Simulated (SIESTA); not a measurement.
The system is Bi.

```
Bi
1.0
     3.59561    0.00000    0.00000
    -1.19854    3.38997    0.00000
    -1.19854   -1.69498    2.93580
Bi
1
Direct
  0.00000 0.00000 0.00000
```

This isn't the form of Bi at room conditions, which is rhombohedral.

The cell isn't the ideal one: volume scaled by 1.15.

- Program: SIESTA 5.4.2
- Task: relaxation of cell and atoms
- Functional: RPBE
- Potentials or basis: PseudoDojo 0.4 standard (PBE files)
- Basis: DZDP (energy shift 0.01 Ry)
- Grid cutoff: 500 Ry
- Energy shift: 0.01 Ry
- k mesh: 9 × 9 × 9
- Occupations: fermi-dirac, width 0.05 eV
- Spin: no spin polarisation

At the start: pressure -3.4 GPa; volume 35.78 Å³/atom.

Task: How do energy, volume and symmetry change on relaxing?

Result: Over 4 steps the energy falls by 34.9 meV/atom and the volume is 32.79 Å³/atom (-8.4 %); space group Im-3m (No. 229, to 0.05 Å).

Step by step:
| step | energy change (eV) | largest force (eV/Å) | pressure (GPa) | volume (Å³) |
| --- | --- | --- | --- | --- |
| 1 | 0.0000 | 0.0000 | -3.43 | 35.78 |
| 2 | -0.0217 | 0.0000 | -2.19 | 34.56 |
| 3 | -0.0349 | 0.0000 | 0.18 | 32.66 |
| 4 | -0.0349 | 0.0000 | -0.03 | 32.79 |

Final structure:
```
CELL_PARAMETERS angstrom
3.49251 -0.00007 -0.00011
-1.16423 3.29275 -0.00011
-1.16423 -1.64647 2.85155
ATOMIC_POSITIONS crystal
Bi 0.00000 0.00000 0.00000
```

Caveat: semicore shells carry a single zeta, which can move pressures by several GPa and volumes by a few percent; the potentials were made for another functional, which shifts forces and pressure; the basis of atomic orbitals isn't converged, which shifts pressures, moduli and gaps.
